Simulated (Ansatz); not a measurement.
# InPd (Pm-3m) in Ansatz: notebook

Aim: see how the results for InPd move with the level of theory and the settings. Levels: PBE, PBEsol. Tasks: elastic constants, phonons.

Everything below comes from runs of Ansatz 0.2.0. Logs are shortened: lines on timing, memory, paths and dates and some standing lists are left out, and cuts for length are marked.

**1. The structure**

Symmetry: Pm-3m, No. 221, cubic system. The conventional cell has a = 3.272 Å, b = 3.272 Å, c = 3.272 Å, α = 90.00°, β = 90.00°, γ = 90.00°. In (site symmetry m-3m) has 8 Pd at 2.83 Å as nearest neighbours. Pd (site symmetry m-3m) is surrounded by 8 In at 2.83 Å.

The cell comes from a database or a generator and needn't be the stable form of this composition.

**2. Elastic constants, PBE**

Contents of input.yaml:

```yaml
crystal:
  lattice:
    - [3.27188478, 0.0, 0.0]
    - [0.0, 3.27188478, 0.0]
    - [0.0, 0.0, 3.27188478]
  atoms:
    - { symbol: In, position: [0.0, 0.0, 0.0] }
    - { symbol: Pd, position: [0.5, 0.5, 0.5] }
hamiltonian:
  xc: pbe
  pseudopotentials: { kind: paw }
kpoints:
  mp_grid: { grid: [6, 6, 6] }
scf:
  occupations: { method: fermi_dirac, width: 0.05 }
output:
  forces: true
  stress: true
elastic:
  mode: relaxed_ion
  stencil: two_point
```

Potentials or basis: Ansatz PAW.

The run is started by

```
ansatz run input.yaml --threads 2 --pin off --max-ram 5632MiB --backend cpu --events-out ev --progress --plain --runs-dir out
```

What it wrote:

```text
Warning: RAYON_NUM_THREADS=2 ignored (pool sized by the plan → 2); use --threads N
Engine: ansatz 0.2.0, x86_64-unknown-linux-gnu
Pseudopotentials: kind: paw
Pseudopotential: In, paw, valence charge 13, recommended cutoff 420 eV (normal), In.paw.azcp
Pseudopotential: Pd, paw, valence charge 18, recommended cutoff 420 eV (normal), Pd.paw.azcp
Functional definition: PBE
  parameter kappa = 0.804
  parameter beta = 0.06672455060314922
  exchange = pbe_x(kappa = kappa, mu = beta*pi^2/3)
  correlation = pbe_c(beta = beta)
Crystal: 2 atoms, lattice volume = 35.026 Å³
Basis set: ecut = 420 eV, 691 PW (Γ), exchange–correlation on 48×48×48 points (8 copies of the dense FFT grid, shifted against one another)
Bands: 20, of which v1, the nominal top of the filled ones, is band 16 counted from 1 (15 counted from 0)
Symmetry: 48 space group operations
Space group: Pm-3m (ITA 221), of the structure as read, at distance tolerance 3.3e-5 Å
k-points: 20 of 216
Non-local potential: In, projectors of the file, l = 0: 2, l = 1: 2, l = 2: 2, l = 3: 2
Non-local potential: Pd, projectors of the file, l = 0: 2, l = 1: 2, l = 2: 2, l = 3: 1
PAW form: soft (Blöchl's): semilocal exchange-correlation on the pseudo side does not see the compensation charge
PAW one-centre angular grid: In, 590 points (default); XC on 64 Gauss nodes
PAW one-centre angular grid: Pd, 590 points (default); XC on 64 Gauss nodes
Initial density: superposition of atomic densities (neutral atoms: chi_scale 0, normalization atom), corrected by the library's trained network
Initial wavefunctions: pseudopotential atomic-orbital guess
Functional: x = pbe(κ = 0.804, μ = 0.2195149727645171), c = pbe(β = 0.06672455060314922)
SCF iter   1: F=—  HF=-12571.632051 eV  |F-HF|=—  |Δ(HF+E_count)|=         —  Δρ=1.22e-3  dr2=4.60e-4  ethr=1.77e-3  ⟨swp⟩=5.8  Hψ=1795  notcnv=0
preconditioner: auto → none  [insulator: Δε(μ)=0.201 eV  Ē_g=14.533 eV  σ=0.050 eV  W_gap=0.76  n_scr=6 (ndim 8)  ℏωp=30.1 eV  f_vac=0.000  D(μ)=0.60/eV (n_scr^D=0)  ε∞_Penn≈5.3]
SCF iter   2: F=—  HF=-12571.632538 eV  |F-HF|=—  |Δ(HF+E_count)|=   4.87e-4  Δρ=5.18e-4  dr2=3.26e-5  ethr=1.48e-6  ⟨swp⟩=2.8  Hψ=872  notcnv=0
SCF iter   3: F=—  HF=-12571.632601 eV  |F-HF|=—  |Δ(HF+E_count)|=   6.30e-5  Δρ=1.99e-4  dr2=4.47e-6  ethr=1.05e-7  ⟨swp⟩=2.5  Hψ=581  notcnv=0
SCF iter   4: F=—  HF=-12571.632611 eV  |F-HF|=—  |Δ(HF+E_count)|=   9.57e-6  Δρ=2.37e-5  dr2=1.47e-7  ethr=1.44e-8  ⟨swp⟩=2.1  Hψ=547  notcnv=0
SCF iter   5: F=—  HF=-12571.632615 eV  |F-HF|=—  |Δ(HF+E_count)|=   4.48e-6  Δρ=5.52e-6  dr2=6.58e-9  ethr=4.73e-10  ⟨swp⟩=2.0  Hψ=619  notcnv=0
SCF iter   6: F=—  HF=-12571.632615 eV  |F-HF|=—  |Δ(HF+E_count)|=   2.64e-9  Δρ=4.65e-7  dr2=3.69e-11  ethr=2.12e-11  ⟨swp⟩=2.2  Hψ=604  notcnv=0
SCF iter   7: F=—  HF=-12571.632615 eV  |F-HF|=—  |Δ(HF+E_count)|=  4.91e-11  Δρ=9.48e-8  dr2=1.97e-12  ethr=1.19e-13 (applied; sched 1.00e-12)  ⟨swp⟩=2.0  Hψ=672  notcnv=0  defer=4
SCF iter   8: F=-12571.632615 eV  HF=-12571.632615 eV  |F-HF|=1.82e-12  |Δ(HF+E_count)|=    0.00e0  Δρ=8.87e-9  dr2=1.10e-14  ethr=1.00e-12  ⟨swp⟩=4.0  Hψ=1577  notcnv=0
SCF 1 converged in 8 iterations: F = -12571.632615 eV  dr2 = 1.10e-14
Crystal: 2 atoms, lattice volume = 34.956 Å³
Symmetry: 16 space group operations
k-points: 40 of 216
Initial density: handed on by an earlier stage of this run
Initial wavefunctions: those handed on with the density
iter 1 solved again at ethr=1.55e-7 eV; its pass at ethr=3.10e-3 eV (dr2=4.80e-5 eV) is discarded
SCF iter   1: F=—  HF=-12571.630793 eV  |F-HF|=—  |Δ(HF+E_count)|=         —  Δρ=3.02e-4  dr2=4.19e-5  ethr=1.55e-7  ⟨swp⟩=2.1  Hψ=4141  notcnv=0  defer=6
preconditioner: auto → none  [insulator: Δε(μ)=0.183 eV  Ē_g=14.538 eV  σ=0.050 eV  W_gap=0.72  n_scr=6 (ndim 8)  ℏωp=30.1 eV  f_vac=0.000  D(μ)=0.61/eV (n_scr^D=0)  ε∞_Penn≈5.3]
SCF iter   2: F=—  HF=-12571.630797 eV  |F-HF|=—  |Δ(HF+E_count)|=   4.14e-6  Δρ=1.05e-4  dr2=2.81e-6  ethr=1.35e-7  ⟨swp⟩=2.0  Hψ=921  notcnv=0  defer=6
SCF iter   3: F=—  HF=-12571.630794 eV  |F-HF|=—  |Δ(HF+E_count)|=   3.39e-6  Δρ=3.11e-5  dr2=3.31e-7  ethr=9.05e-9  ⟨swp⟩=2.3  Hψ=1268  notcnv=0  defer=6
SCF iter   4: F=—  HF=-12571.630794 eV  |F-HF|=—  |Δ(HF+E_count)|=   4.59e-8  Δρ=3.67e-6  dr2=1.83e-9  ethr=1.07e-9  ⟨swp⟩=2.0  Hψ=970  notcnv=0  defer=6
SCF iter   5: F=—  HF=-12571.630794 eV  |F-HF|=—  |Δ(HF+E_count)|=  6.26e-10  Δρ=4.56e-7  dr2=3.29e-11  ethr=5.92e-12  ⟨swp⟩=2.1  Hψ=1189  notcnv=0  defer=6
SCF iter   6: F=—  HF=-12571.630794 eV  |F-HF|=—  |Δ(HF+E_count)|=  5.46e-12  Δρ=1.26e-7  dr2=2.58e-12  ethr=1.06e-13 (applied; sched 1.00e-12)  ⟨swp⟩=2.1  Hψ=1370  notcnv=0  defer=10
SCF iter   7: F=-12571.630794 eV  HF=-12571.630794 eV  |F-HF|=1.82e-12  |Δ(HF+E_count)|=    0.00e0  Δρ=1.41e-8  dr2=4.33e-14  ethr=1.00e-12  ⟨swp⟩=3.0  Hψ=3423  notcnv=0
SCF 2 converged in 7 iterations: F = -12571.630794 eV  dr2 = 4.33e-14
Crystal: 2 atoms, lattice volume = 35.096 Å³
iter 1 solved again at ethr=1.77e-11 eV; its pass at ethr=3.10e-3 eV (dr2=5.49e-9 eV) is discarded
SCF iter   1: F=—  HF=-12571.634249 eV  |F-HF|=—  |Δ(HF+E_count)|=         —  Δρ=6.03e-6  dr2=4.52e-9  ethr=1.77e-11  ⟨swp⟩=2.7  Hψ=4342  notcnv=0  defer=9
preconditioner: auto → none  [insulator: Δε(μ)=0.193 eV  Ē_g=14.508 eV  σ=0.050 eV  W_gap=0.75  n_scr=6 (ndim 8)  ℏωp=30.1 eV  f_vac=0.000  D(μ)=0.62/eV (n_scr^D=0)  ε∞_Penn≈5.3]
SCF iter   2: F=—  HF=-12571.634259 eV  |F-HF|=—  |Δ(HF+E_count)|=   1.03e-5  Δρ=2.49e-6  dr2=5.27e-10  ethr=1.46e-11  ⟨swp⟩=2.0  Hψ=1369  notcnv=0  defer=9
SCF iter   3: F=—  HF=-12571.634259 eV  |F-HF|=—  |Δ(HF+E_count)|=  2.51e-10  Δρ=5.20e-7  dr2=1.87e-11  ethr=1.70e-12  ⟨swp⟩=2.6  Hψ=1264  notcnv=0  defer=9
SCF iter   4: F=—  HF=-12571.634259 eV  |F-HF|=—  |Δ(HF+E_count)|=  2.00e-11  Δρ=8.85e-8  dr2=5.04e-13  ethr=6.03e-14 (applied; sched 1.00e-12)  ⟨swp⟩=2.0  Hψ=1250  notcnv=0  defer=10
SCF iter   5: F=-12571.634259 eV  HF=-12571.634259 eV  |F-HF|=1.82e-12  |Δ(HF+E_count)|=  3.64e-12  Δρ=1.69e-8  dr2=3.96e-14  ethr=1.00e-12  ⟨swp⟩=4.0  Hψ=2648  notcnv=0
SCF 3 converged in 5 iterations: F = -12571.634259 eV  dr2 = 3.96e-14
Symmetry: 8 space group operations
k-points: 52 of 216
iter 1 solved again at ethr=3.61e-8 eV; its pass at ethr=3.10e-3 eV (dr2=1.12e-5 eV) is discarded
SCF iter   1: F=—  HF=-12571.632581 eV  |F-HF|=—  |Δ(HF+E_count)|=         —  Δρ=1.68e-4  dr2=3.02e-6  ethr=3.61e-8  ⟨swp⟩=2.0  Hψ=5378  notcnv=0  defer=10
preconditioner: auto → none  [insulator: Δε(μ)=0.185 eV  Ē_g=14.523 eV  σ=0.050 eV  W_gap=0.73  n_scr=6 (ndim 8)  ℏωp=30.1 eV  f_vac=0.000  D(μ)=0.61/eV (n_scr^D=0)  ε∞_Penn≈5.3]
SCF iter   2: F=—  HF=-12571.632591 eV  |F-HF|=—  |Δ(HF+E_count)|=   9.64e-6  Δρ=7.04e-5  dr2=4.57e-7  ethr=9.74e-9  ⟨swp⟩=1.9  Hψ=1738  notcnv=0  defer=10
SCF iter   3: F=—  HF=-12571.632591 eV  |F-HF|=—  |Δ(HF+E_count)|=   3.34e-8  Δρ=8.58e-6  dr2=5.38e-9  ethr=1.47e-9  ⟨swp⟩=2.0  Hψ=1785  notcnv=0  defer=10
SCF iter   4: F=—  HF=-12571.632591 eV  |F-HF|=—  |Δ(HF+E_count)|=   2.45e-9  Δρ=4.02e-7  dr2=2.64e-11  ethr=1.74e-11  ⟨swp⟩=2.5  Hψ=1508  notcnv=0  defer=10
SCF iter   5: F=—  HF=-12571.632591 eV  |F-HF|=—  |Δ(HF+E_count)|=  1.82e-11  Δρ=1.47e-7  dr2=6.69e-12  ethr=8.53e-14 (applied; sched 1.00e-12)  ⟨swp⟩=2.0  Hψ=1648  notcnv=0  defer=13
SCF iter   6: F=-12571.632591 eV  HF=-12571.632591 eV  |F-HF|=1.82e-12  |Δ(HF+E_count)|=  5.46e-12  Δρ=1.45e-8  dr2=2.66e-14  ethr=1.00e-12  ⟨swp⟩=3.0  Hψ=4395  notcnv=0
SCF 4 converged in 6 iterations: F = -12571.632591 eV  dr2 = 2.66e-14
iter 1 solved again at ethr=5.09e-12 eV; its pass at ethr=3.10e-3 eV (dr2=1.58e-9 eV) is discarded
SCF iter   1: F=—  HF=-12571.632581 eV  |F-HF|=—  |Δ(HF+E_count)|=         —  Δρ=4.76e-6  dr2=1.52e-9  ethr=5.09e-12  ⟨swp⟩=2.5  Hψ=5568  notcnv=0  defer=11
SCF iter   2: F=—  HF=-12571.632591 eV  |F-HF|=—  |Δ(HF+E_count)|=   9.90e-6  Δρ=2.27e-6  dr2=3.26e-10  ethr=4.91e-12  ⟨swp⟩=2.0  Hψ=1794  notcnv=0  defer=11
SCF iter   3: F=—  HF=-12571.632591 eV  |F-HF|=—  |Δ(HF+E_count)|=  1.06e-10  Δρ=1.34e-7  dr2=2.45e-12  ethr=1.05e-12  ⟨swp⟩=2.3  Hψ=1400  notcnv=0  defer=11
SCF iter   4: F=—  HF=-12571.632591 eV  |F-HF|=—  |Δ(HF+E_count)|=    0.00e0  Δρ=4.81e-8  dr2=1.97e-13  ethr=1.00e-12  ⟨swp⟩=4.8  Hψ=3650  notcnv=0
SCF iter   5: F=-12571.632591 eV  HF=-12571.632591 eV  |F-HF|=3.64e-12  |Δ(HF+E_count)|=  1.82e-12  Δρ=1.10e-8  dr2=1.59e-14  ethr=1.00e-12  ⟨swp⟩=4.0  Hψ=3167  notcnv=0
SCF 5 converged in 5 iterations: F = -12571.632591 eV  dr2 = 1.59e-14
SCF converged after 8 iterations
Free energy (F): -12571.632615 eV
Harris-Foulkes:  -12571.632615 eV  (|F-HF|=1.82e-12)
Internal energy: -12571.626522 eV  (E = F + TS)
E sigma→0 (E₀):  -12571.629569 eV
Entropy (-TS):   -0.006094 eV (-3.047 meV/atom)
Fermi energy:    16.783923 eV
--- Per-component energies (eV) ---
  E_band       = -144.618755
  E_kinetic    = 760.368003
  E_local      = -2900.370517  (includes V_loc(G=0)·N_el)
  E_nonlocal   = 585.090225
  E_hartree    = 1179.376059
  E_xc         = -384.950658
  E_vxc        = -312.408320  (∫ρ·V_xc dr)
  E_paw        = -7907.224869  (= ΣΔE_a)
  E_vpaw       = -636.050510  (= ΣTr[D̂ρ^β])
  E_aug_tail   = 0.000244  (compensation charges beyond the density's cutoff)
  E_ewald      = -3903.915009
  E_smearing   = -0.006094  (= −TS)
  E_closure    = -0.000000  (closes the sum)
  Σ components = -12571.632615   (vs F -12571.632615, Δ=0.00e0)
--- Forces (eV/Å), atoms counted from 1 ---
  atom   1  In    -0.00000000     0.00000000    -0.00000000
  atom   2  Pd     0.00000000    -0.00000000    -0.00000000
  max |Σ_I F_I| component: 3.79e-29 eV/Å
--- Stress (GPa, compression-positive) ---
        3.946478      -0.000000       0.000000
       -0.000000       3.946478       0.000000
        0.000000       0.000000       3.946478
  P = ⅓ Tr σ = 3.9465 GPa (39.465 kbar)
--- Band table (eV; the first three rows and the last of 20) ---
  k-point 0: bands = ["-67.8167", "-33.5624", "-33.5624", "-33.5624", "1.8160", "1.8160", "2.2252", "2.2252", "2.2252", "6.6952", "12.9036", "12.9036", "14.4424", "14.4424", "14.4424", "20.9821", "20.9821", "20.9821", "26.1649", "27.3265"]
  k-point 1: bands = ["-67.8164", "-33.5704", "-33.5618", "-33.5618", "1.8304", "1.9041", "2.1985", "2.1985", "2.2332", "7.1367", "12.9077", "12.9494", "14.1510", "14.1510", "14.4240", "18.6929", "21.8258", "21.8258", "26.6534", "27.1723"]
  k-point 2: bands = ["-67.8156", "-33.5864", "-33.5607", "-33.5607", "1.8595", "2.0793", "2.1457", "2.1457", "2.2494", "8.4350", "12.4470", "12.9158", "13.6697", "13.6697", "14.3870", "16.1818", "23.9426", "23.9426", "26.8264", "26.9241"]
  k-point 19: bands = ["-67.8123", "-33.5885", "-33.5885", "-33.5885", "1.9539", "1.9539", "1.9539", "2.4382", "2.4382", "11.8672", "11.8672", "11.8672", "15.0521", "15.0521", "16.6977", "20.5433", "20.5433", "20.5433", "21.1439", "21.1439"]
--- Elastic constants: 2 strain directions × 2 members + reference (group order 48) ---
  dense FFT box of the reference and of every strained cell: 24×24×24
  strains applied: 11, 23; error gains: componentwise 1.00 (the most a stress slope's error grows in a printed constant), spectral 1.73 (1 for all six strains in a standard setting)
  C = ∂σ_k/∂η_j (tension-positive GPa; Voigt order 11 22 33 23 13 12):
       171.039    114.583    114.583     -0.000     -0.000     -0.000
       114.583    171.039    114.583     -0.000     -0.000     -0.000
       114.583    114.583    171.039     -0.000     -0.000     -0.000
         0.000      0.000     -0.000     31.347      0.000     -0.000
        -0.000     -0.000      0.000      0.000     31.347      0.000
         0.000     -0.000      0.000      0.000     -0.000     31.347
  reference stress σ⁰ (GPa):     -3.946     -3.946     -3.946     -0.000     -0.000      0.000
  C* (energy form; C + prestress term) asymmetry max|C*_kj − C*_jk| = 4.263e-14 GPa — a small one proves nothing (zero by symmetry where the batch's group is 432, −43m or m−3m); a large one is finite-difference/SCF noise where every solve meets its electron count
  moduli (Voigt/Reuss/Hill, GPa): K = 133.40/133.40/133.40   G = 30.10/30.02/30.06   E = 83.88   ν = 0.395
  mechanically stable: yes (min eigenvalue of sym C = 31.35 GPa)
  strain η (Voigt 11):  stress-route row diagonal C_11 = 171.04 GPa, energy-path curvature d²(F+E_count+ΔE)/dδ²/Ω₀ = 171.02 GPa
         δ    σ_11 (GPa)             F (eV)   n_scf  n_hpsi   n_pw
    -2.000e-3      -4.2936      -12571.6307937       7   14030    696   relax 0 steps, max|allowed force component| 6.31e-30 eV/Å
     2.000e-3      -3.6094      -12571.6342594       5   11629    700   relax 0 steps, max|allowed force component| 7.55e-28 eV/Å
  strain η (Voigt 23):  stress-route row diagonal C_44 = 31.35 GPa, energy-path curvature d²(F+E_count+ΔE)/dδ²/Ω₀ = 33.44 GPa
         δ    σ_23 (GPa)             F (eV)   n_scf  n_hpsi   n_pw
    -2.000e-3      -0.0627      -12571.6325910       6   17438    696   relax 0 steps, max|allowed force component| 2.71e-29 eV/Å
     2.000e-3       0.0627      -12571.6325910       5   16569    696   relax 0 steps, max|allowed force component| 3.92e-29 eV/Å
```

Wall time 2.8 s (2 threads of Intel Xeon 6975P-C (Granite Rapids), shared host); peak memory 0.39 GiB.

Results:

```yaml
Free_energy: -12571.6326 eV
Pressure: 3.9 GPa
Band_gap_on_the_k_mesh: none (metal or under the smearing width)
Elastic_constants_C11_C12_C44: 171, 115, 31 GPa
Voigt_bulk_modulus: 133 GPa
```

Elastic tensor in Voigt notation (GPa, in the Cartesian axes of the cell as first typed):
```
171 115 115   0   0   0
115 171 115   0   0   0
115 115 171   0   0   0
  0   0   0  31   0   0
  0   0   0   0  31   0
  0   0   0   0   0  31
```

Caveat: the cell is more than 3 GPa from zero pressure, which shifts response properties; elastic constants of metals need much finer meshes, so these are rough.

**3. Phonons, PBEsol**

Changes to input.yaml since step 2:

```diff
@@ -9,3 +9,3 @@
 hamiltonian:
-  xc: pbe
+  xc: pbesol
   pseudopotentials: { kind: paw }
@@ -15,7 +15,3 @@
   occupations: { method: fermi_dirac, width: 0.05 }
-output:
-  forces: true
-  stress: true
-elastic:
-  mode: relaxed_ion
-  stencil: two_point
+phonons:
+  method: dfpt
```

Potentials or basis: Ansatz PAW.

The run is started by

```
ansatz run input.yaml --threads 2 --pin off --max-ram 5632MiB --backend cpu --events-out ev --progress --plain --runs-dir out
```

What it wrote:

```text
Warning: RAYON_NUM_THREADS=2 ignored (pool sized by the plan → 2); use --threads N
[... 4 set-up lines as earlier in the session ...]
Functional definition: PBEsol
  exchange = pbesol_x
  correlation = pbesol_c
Crystal: 2 atoms, lattice volume = 35.026 Å³
Basis set: ecut = 420 eV, 691 PW (Γ), exchange–correlation on 48×48×48 points (8 copies of the dense FFT grid, shifted against one another)
Bands: 20, of which v1, the nominal top of the filled ones, is band 16 counted from 1 (15 counted from 0)
[... 1 set-up line as earlier in the session ...]
k-points: 40 of 216 (irreducible under 8 space group operations, time reversal used)
[... 3 set-up lines as earlier in the session ...]
PAW frozen core: In, regenerated for the run's functional, and the local potential with it (the file was generated under x = pbe(κ = 0.804, μ = 0.2195149727645171), c = pbe(β = 0.06672455060314922))
PAW frozen core: Pd, regenerated for the run's functional, and the local potential with it (the file was generated under x = pbe(κ = 0.804, μ = 0.2195149727645171), c = pbe(β = 0.06672455060314922))
[... 4 set-up lines as earlier in the session ...]
Functional: x = pbesol(κ = 0.804, μ = 0.12345679012345678), c = pbesol(β = 0.046)
SCF iter   1: F=—  HF=-12433.094505 eV  |F-HF|=—  |Δ(HF+E_count)|=         —  Δρ=9.58e-3  dr2=3.68e-2  ethr=1.77e-3  ⟨swp⟩=5.7  Hψ=3598  notcnv=0
preconditioner: auto → none  [insulator: Δε(μ)=0.222 eV  Ē_g=14.412 eV  σ=0.050 eV  W_gap=0.80  n_scr=6 (ndim 8)  ℏωp=30.1 eV  f_vac=0.000  D(μ)=0.59/eV (n_scr^D=0)  ε∞_Penn≈5.4]
SCF iter   2: F=—  HF=-12433.087066 eV  |F-HF|=—  |Δ(HF+E_count)|=   7.44e-3  Δρ=1.62e-3  dr2=1.10e-3  ethr=1.19e-4  ⟨swp⟩=2.4  Hψ=1495  notcnv=0  defer=8
SCF iter   3: F=—  HF=-12433.086836 eV  |F-HF|=—  |Δ(HF+E_count)|=   2.30e-4  Δρ=5.86e-4  dr2=9.95e-5  ethr=3.56e-6  ⟨swp⟩=1.6  Hψ=829  notcnv=0  defer=8
SCF iter   4: F=—  HF=-12433.086816 eV  |F-HF|=—  |Δ(HF+E_count)|=   2.02e-5  Δρ=4.46e-5  dr2=3.69e-7  ethr=3.21e-7  ⟨swp⟩=2.7  Hψ=1332  notcnv=0  defer=8
SCF iter   5: F=—  HF=-12433.086811 eV  |F-HF|=—  |Δ(HF+E_count)|=   4.55e-6  Δρ=1.73e-5  dr2=5.53e-8  ethr=1.19e-9  ⟨swp⟩=2.0  Hψ=1241  notcnv=0  defer=8
SCF iter   6: F=—  HF=-12433.086811 eV  |F-HF|=—  |Δ(HF+E_count)|=   3.61e-8  Δρ=1.60e-6  dr2=4.00e-10  ethr=1.78e-10  ⟨swp⟩=2.4  Hψ=1171  notcnv=0  defer=8
SCF iter   7: F=-12433.086811 eV  HF=-12433.086811 eV  |F-HF|=1.82e-12  |Δ(HF+E_count)|=  4.64e-10  Δρ=1.56e-7  dr2=3.78e-12  ethr=1.00e-12  ⟨swp⟩=5.2  Hψ=3852  notcnv=0
SCF 1 converged in 7 iterations: F = -12433.086811 eV  dr2 = 3.78e-12
DFPT response loops at Γ: preconditioner auto → Kerker (q_TF=auto, 2.673 Å⁻¹) (partly filled bands, converged f_vac=0.000); β = 1.00, the filter's whole step (`scf.mixing.beta` (0.50) is not read by the response loops under this deck's `scf.mixing.preconditioner`; to damp them name `kerker` or `kerker_dos`, under which they read `scf.mixing.beta`, and type it under 1.00, their step now; both keys bind the ground state too); Broyden in place of MSR1
SCF converged after 7 iterations
Free energy (F): -12433.086811 eV
Harris-Foulkes:  -12433.086811 eV  (|F-HF|=1.82e-12)
Internal energy: -12433.080687 eV  (E = F + TS)
E sigma→0 (E₀):  -12433.083749 eV
Entropy (-TS):   -0.006124 eV (-3.062 meV/atom)
Fermi energy:    16.585278 eV
--- Per-component energies (eV) ---
  E_band       = -148.911988
  E_kinetic    = 759.882992
  E_local      = -2901.059262  (includes V_loc(G=0)·N_el)
  E_nonlocal   = 588.502990
  E_hartree    = 1175.765111
  E_xc         = -381.841189
  E_vxc        = -312.096444  (∫ρ·V_xc dr)
  E_paw        = -7770.954988  (= ΣΔE_a)
  E_vpaw       = -635.672725  (= ΣTr[D̂ρ^β])
  E_aug_tail   = 0.000242  (compensation charges beyond the density's cutoff)
  E_ewald      = -3903.915009
  E_core_change = 0.538427  (= ΣΔE_core)
  E_smearing   = -0.006124  (= −TS)
  E_closure    = 0.000000  (closes the sum)
  Σ components = -12433.086811   (vs F -12433.086811, Δ=0.00e0)
--- Band table (eV; the first three rows and the last of 40) ---
  k-point 0: bands = ["-67.9272", "-33.6900", "-33.6900", "-33.6900", "1.7278", "1.7278", "2.1411", "2.1411", "2.1411", "6.4686", "12.7280", "12.7280", "14.2706", "14.2706", "14.2706", "20.7486", "20.7486", "20.7486", "25.9170", "27.1567"]
  k-point 1: bands = ["-67.9268", "-33.6981", "-33.6895", "-33.6895", "1.7426", "1.8170", "2.1141", "2.1141", "2.1494", "6.9103", "12.7312", "12.7712", "13.9754", "13.9754", "14.2517", "18.4703", "21.5963", "21.5963", "26.4312", "26.9999"]
  k-point 2: bands = ["-67.9260", "-33.7142", "-33.6883", "-33.6883", "1.7725", "1.9940", "2.0605", "2.0605", "2.1659", "8.2103", "12.2488", "12.7377", "13.4895", "13.4895", "14.2137", "15.9857", "23.7189", "23.7189", "26.6488", "26.7015"]
  k-point 39: bands = ["-67.9227", "-33.7164", "-33.7164", "-33.7164", "1.8651", "1.8651", "1.8651", "2.3591", "2.3591", "11.6744", "11.6744", "11.6744", "14.8884", "14.8884", "16.4623", "20.3268", "20.3268", "20.3268", "20.9566", "20.9566"]
--- Phonons (Γ-DFPT): 2 representative perturbations + reference, on 40 of 216 k-points (Σ response iterations 7) ---
  k mesh reduced under 8 symmetry operations, with k and −k counted as one. Each operation leaves every solved perturbation unchanged. A smaller set is not used because it would not reduce the number of displacements times k-points to solve
  ASR residual: 4.081e-5 → 0.000e0 eV/Å²; symmetrization residual: 5.969e-6 eV/Å²
  ASR residual per site (eV/Å²): 1.30e-5 4.08e-5
  Γ frequencies (cm⁻¹): 0.00 0.00 0.00 136.08 136.08 136.08
  non-analytic LO–TO correction: not included (Born effective charges unavailable; polar crystals: no LO–TO splitting at Γ)
```

It took 2.6 s on 2 threads of Intel Xeon 6975P-C (Granite Rapids), shared host; peak memory 0.48 GiB.

Results:

- Free energy: -12433.0868 eV
- Band gap on the k mesh: none (metal or under the smearing width)
- Highest phonon frequency at Γ: 136 cm⁻¹

Phonon frequencies in cm⁻¹ (negative: imaginary):
| q point | frequencies |
| --- | --- |
| (0.000, 0.000, 0.000) | 0 0 0 136 136 136 |

Caveat: the PAW data sets come from PBE, with cores solved anew for the run's functional, which leaves a small shift of forces and pressure.
